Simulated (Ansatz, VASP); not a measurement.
**Ca in VASP and in Ansatz**

```
Ca
1.0
     3.67442    0.00000    0.00000
    -1.83721    3.18215    0.00000
     0.00000    0.00000    3.41813
Ca
1
Direct
  0.00000 0.00000 0.00000
```

Alike in both runs: functional PBEsol; k mesh 12 × 12 × 11; occupations fermi-dirac, width 0.08 eV; no spin polarisation.

Ansatz relaxed the structure, and its values are those at the end. VASP's run is a single point on that final structure, the one shown.

|  | VASP | Ansatz |
| --- | --- | --- |
| version | VASP 6.6.1 | Ansatz 0.2.0 |
| potentials or method | VASP PAW PBE potentials, release 64 (Ca_sv) | PAW with Ansatz's default frozen-core files, scalar-relativistic |
| plane-wave cutoff (eV) | 520 | 420 |
| valence electrons in the cell | 10 | 10 |

|  | VASP | Ansatz | Ansatz less VASP |
| --- | --- | --- | --- |
| pressure (GPa) | 0.4 | 0.4 | +0.01 |

Caveats: the PAW data sets were made with another functional, which shifts forces and pressure a little (VASP).
